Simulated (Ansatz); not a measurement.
# Quadrupolar parameters in TiO2

The cell is a Materials Project structure (computed, not necessarily an observed phase).

Space group Imma (No. 74); a = 5.9463, b = 6.5747, c = 6.5748 Å.

| site | Wyckoff | site symmetry | x | y | z |
| --- | --- | --- | --- | --- | --- |
| Ti1 | 4e | mm2 | 0.5000 | 0.2500 | 0.2548 |
| Ti3 | 4d | .2/m. | 0.2500 | 0.2500 | 0.7500 |
| O5 | 8i | .m. | 0.2499 | 0.2500 | 0.0549 |
| O6 | 8h | m.. | 0.5000 | 0.4451 | 0.7504 |

One atom of each set is listed; the run and its k-mesh use a cell of 12 atoms with edges of 5.52, 5.52, 5.52 Å.

All values are calculated (Ansatz; DFT, r2SCAN, plane waves and PAW (field gradients read without the response of the frozen cores, which leaves them typically 4 to 6 % off), scalar-relativistic, 500 eV cutoff, Γ-centred 6×6×6 k-points, Fermi–Dirac smearing 0.02 eV), not measured.

Conventions: |V_zz| ≥ |V_yy| ≥ |V_xx|, η = (V_xx − V_yy)/V_zz, C_Q = eQV_zz/h.

⁴⁹Ti: I = 7/2, Q = 247.0 mb; O-17: I = 5/2, Q = -25.58 mb. Q values from Pyykkö, Mol. Phys. 116, 1328 (2018).

(1) Which values are expected at the nuclei?

## Answers

(1) 

```json
{"site": "Ti1", "atoms": "2", "first shell": "6 O at 1.94–2.00 Å", "V_zz (10²¹ V/m²)": "-2.50", "η": "0.56", "C_Q (MHz)": "-15.0"}
{"site": "Ti3", "atoms": "2", "first shell": "6 O at 1.96–2.00 Å", "V_zz (10²¹ V/m²)": "-2.46", "η": "0.59", "C_Q (MHz)": "-14.7"}
{"site": "O5", "atoms": "4", "first shell": "3 Ti at 1.94–2.00 Å", "V_zz (10²¹ V/m²)": "-2.82", "η": "0.96", "C_Q (MHz)": "1.74"}
{"site": "O6", "atoms": "4", "first shell": "3 Ti at 1.96–2.00 Å", "V_zz (10²¹ V/m²)": "-2.83", "η": "0.95", "C_Q (MHz)": "1.75"}
```

At this cell the r2SCAN pressure is -7 GPa, so with r2SCAN the cell would shrink if it were relaxed. The entry's cell may itself be off. Where η is near 1 the sign of V_zz means little.
